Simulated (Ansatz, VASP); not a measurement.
# HfB2: VASP beside Ansatz

File INCAR:

```
SYSTEM = HfB2
ALGO = Normal
EDIFF = 1E-7
ENCUT = 520
GGA = PE
ISIF = 2
ISMEAR = 0
LASPH = .TRUE.
LCHARG = .FALSE.
LREAL = .FALSE.
LWAVE = .FALSE.
NBANDS = 15
NELM = 60
PREC = Accurate
SIGMA = 0.1
```

File KPOINTS:

```
k-points
0
G
  15 15 12
  0 0 0
```

Contents of POSCAR:

```
HfB2
1.0
    3.0353752972      0.0000000000      0.0000000000
   -1.5176876486      2.6287121173      0.0000000000
    0.0000000000      0.0000000000      3.3118464000
Hf B
1 2
Direct
    0.0000000000      0.0000000000      0.0000000000
    0.3333333333      0.6666666667      0.5000000000
    0.6666666667      0.3333333333      0.5000000000
```

Input for Ansatz:

```yaml
crystal:
  lattice:
    - [3.0353752972, 0.0, 0.0]
    - [-1.5176876486, 2.6287121173, 0.0]
    - [0.0, 0.0, 3.3118464]
  atoms:
    - { symbol: Hf, position: [0.0, 0.0, 0.0] }
    - { symbol: B, position: [0.3333333333, 0.6666666667, 0.5] }
    - { symbol: B, position: [0.6666666667, 0.3333333333, 0.5] }
basis:
  ecutwfc: 420
kpoints:
  mp_grid: { grid: [15, 15, 12] }
hamiltonian:
  xc: pbe
scf:
  occupations: { method: gaussian, width: 0.1 }
output:
  forces: true
  stress: true
  eigenvalues: true
```

Alike in both runs: task single point; functional PBE; k mesh 15 × 15 × 12; occupations gaussian, width 0.1 eV; no spin polarisation.

```csv
,VASP,Ansatz
version,VASP 6.6.1,Ansatz 0.2.0
potentials or method,"VASP PAW PBE potentials, release 64 (Hf_pv, B)","scalar-relativistic, plane waves, PAW"
plane-wave cutoff (eV),520,420
valence electrons in the cell,16,32
```

```tsv
	VASP	Ansatz	Ansatz less VASP
gap on the k mesh at the Fermi level (eV)	none	none	-
pressure (GPa)	38.6	38.5	-0.15
largest component of the traceless stress (GPa)	2.62	2.04	-0.577
```

A gap of «none» marks a metal or a gap that the smearing closes. With one functional, cell and mesh, what is left measures potentials, basis and numerics. The two sets of potentials don't hold the same shells in valence.

Caveats: so large a pressure means that the cell lies far from this level's equilibrium, or that cutoff or potentials fall short (VASP). Spin-orbit coupling is left out, which matters for the levels of Hf.
